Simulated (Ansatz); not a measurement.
# In: computed DOS

Space group I4/mmm (No. 139). a = 3.389 Å, b = 3.389 Å, c = 4.595 Å, α = 90.00°, β = 90.00°, γ = 90.00°
| atom | site | symmetry | x | y | z |
| --- | --- | --- | --- | --- | --- |
| In | 2a | 4/mmm | 0.0000 | 0.0000 | 0.0000 |

The runs use the primitive cell with vectors (-1.695, 1.695, 2.297), (1.695, -1.695, 2.297), (1.695, 1.695, -2.297) Å, to which the k mesh refers.

The cell is the one relaxed in the Materials Project (mp-85), not relaxed further here; entries there can be hypothetical.

Spin–orbit coupling is left out, though it moves levels of the heavy atoms by tenths of an eV or more.

These are results of Ansatz 0.2.0, DFT, PBE, all-electron LAPW, scalar-relativistic, not measurements.

Settings: a Γ-centred 17×17×17 k mesh, Fermi–Dirac smearing of 0.03 eV, basis error target 0.5 meV/atom, no spin polarisation.

States per eV and cell, averaged over 0.4 eV, from -5.8 to 4.0 eV, with energies (bin centres) from the Fermi level; empty bins are left out. 

```csv
E (eV),total
-5.7,0.31
-5.3,0.33
-4.9,0.35
-4.5,0.41
-4.1,0.41
-3.7,0.36
-3.3,0.34
-2.9,0.37
-2.5,0.40
-2.1,0.35
-1.7,0.32
-1.3,0.42
-0.9,0.55
-0.5,0.50
-0.1,0.41
0.3,0.47
0.7,0.50
1.1,0.50
1.5,0.50
1.9,0.52
2.3,0.55
2.7,0.57
3.1,0.60
3.5,0.64
3.9,0.68
```
